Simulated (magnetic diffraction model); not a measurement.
**Ga2FeI8: what an assumed order does to the neutron pattern**

Space group P2_1/c (no. 14), a = 7.5860 Å, b = 8.5540 Å, c = 14.2870 Å, β = 92.68°.

```csv
site,atom,x,y,z
4e,I,0.8753,0.2604,0.5966
4e,I,0.3006,0.4983,0.6104
4e,I,0.1725,0.2734,0.8606
4e,I,0.3596,0.0114,0.6337
4e,Ga,0.1911,0.2365,0.6863
2a,Fe,0,1/2,1/2
```

The compound is invented for this exercise: a known structure type with other elements, its cell scaled to their sizes and not relaxed.

Only Fe is taken to order (form factors of Fe2+); orders and moment sizes are assumed, and not adapted to the symmetry. Radiation: neutrons of λ = 2.41 Å, 8° to 35°; isotropic B of 0.64 Å² (I), 0.84 Å² (Ga) and 0.88 Å² (Fe). The intensities are simulated: I ∝ L Σ (|F_N|² + |F_M⊥|²) for unpolarised neutrons, with F_M = 2.695 fm/μB × Σ f(s) S exp(2πi Q·r) exp(−B s²) at Q = H ± k (one set where k and −k are equivalent), only the part normal to Q counting and L = 1/(sin²θ cos θ). For collinear order S is the moment m, which repeats by lattice and centring translations R with the sign exp(−2πi k·R). Form factors are spin-only for 3d ions and dipole or tabulated for f ions, scattering lengths are Sears's of 1992, and absorption is left out. A label names one of the reflections at its angle. The strongest nuclear line in the range is 100, and lines under 0.2 are left out.

Assume the order k = (1/2 1/2 1/2), collinear moments along [111], 2.16 μB on Fe; signs + at (0, 1/2, 1/2), − at (0, 0, 0).

Q: Where does magnetic intensity appear, and how strong is it?

```tsv
2θ (°)	index	nuclear	magnetic
12.97	(-1/2 1/2 1/2)	0.0	19.9
13.28	(1/2 1/2 1/2)	0.0	5.2
18.30	(1 0 0)	100.0	0.0
18.70	(1/2 1/2 -3/2)	0.0	9.7
18.91	(0 1 1)	59.3	0.0
19.36	(1/2 -1/2 3/2)	0.0	6.0
19.44	(0 0 2)	1.1	0.0
24.53	(1 1 0)	98.5	0.0
25.41	(0 1 2)	42.4	0.0
26.11	(1 1 -1)	42.7	0.0
26.18	(1 0 -2)	62.2	0.0
26.48	(1/2 3/2 -1/2)	0.0	3.8
26.64	(1/2 -3/2 1/2)	0.0	4.5
26.75	(1 1 1)	39.7	0.0
26.94	(-1/2 1/2 5/2)	0.0	2.2
27.45	(1 0 2)	2.4	0.0
29.00	(-3/2 1/2 1/2)	0.0	3.7
29.44	(3/2 1/2 1/2)	0.0	2.1
29.79	(-1/2 3/2 3/2)	0.0	2.0
30.22	(1/2 3/2 3/2)	0.0	0.7
30.94	(1 1 -2)	90.2	0.0
31.80	(3/2 1/2 -3/2)	0.0	3.0
32.04	(1 1 2)	15.8	0.0
32.73	(0 2 0)	2.2	0.0
33.01	(3/2 -1/2 3/2)	0.0	1.8
33.70	(0 1 3)	48.0	0.0
```

The strongest magnetic line in the range is (-1/2 1/2 1/2) at 12.97° (19.9). On top of the Lorentz factor, which all lines share, magnetic lines fade with angle because f falls: for Fe2+ it is 0.90, 0.68, 0.45 and 0.15 at sin θ/λ = 0.1, 0.2, 0.3 and 0.5 Å⁻¹, while nuclear lengths stay constant. The order has no net moment.

[Logs are printed without paths, hosts, clocks, repeated set-up lines and the standing remarks that a program may print on its own settings, such as how far it seeks lower states.]
